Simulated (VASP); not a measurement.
Wanted: the native input for a VASP 6.6.1 run.

```
Task                   : relaxation of cell and atoms
Functional             : r2SCAN
Potentials or basis    : VASP PAW PBE potentials, release 64 (Cd, S)
Cutoff                 : 600 eV
k mesh                 : 7 × 7 × 7
Occupations            : gaussian, width 0.02 eV
Spin                   : no spin polarisation
Further INCAR settings : ALGO = Normal; EDIFF = 1e-07; IBRION = 2; EDIFFG = -0.005; NSW = 60; ISIF = 3
```

The structure of CdS lies in POSCAR:

```
CdS
1.0
    0.0000000000      2.9429534600      2.9429534600
    2.9429534600      0.0000000000      2.9429534600
    2.9429534600      2.9429534600      0.0000000000
Cd S
1 1
Direct
    0.0000000000      0.0000000000      0.0000000000
    0.7500000000      0.7500000000      0.7500000000
```

The cell is a database's computed one.

One way to write it, as run:

INCAR

```
  PREC = Accurate
  ENCUT = 600
  EDIFF = 1E-7
  ISMEAR = 0
  SIGMA = 0.02
  LREAL = F
  LASPH = T
  NELM = 60
  ALGO = Normal
  ISIF = 3
  LWAVE = F
  LCHARG = F
  METAGGA = R2SCAN
  LMIXTAU = T
  IBRION = 2
  NSW = 60
  EDIFFG = -0.005
```

KPOINTS

```
Automatic mesh
0
Gamma
  7 7 7
```

Potentials or basis: VASP PAW PBE potentials, release 64 (Cd, S).

The run is started by

```console
$ cat potpaw_PBE.64/Cd/POTCAR potpaw_PBE.64/S/POTCAR > POTCAR
$ mpirun -np 1 vasp_std > vasp.out
```

Results of the run:

```yaml
Pressure_after_relaxing: 0.0 GPa
Band_gap_on_the_k_mesh: 1.53 eV, direct
```

Caveat: the relaxation stopped at its first step, so nothing moved; the PAW data sets were made with another functional, which shifts forces and pressure a little.

Wall time 44 s on 1 thread of Intel(R) Xeon(R) 6975P-C (Granite Rapids), with other jobs on the host, peak memory 0.22 GiB.
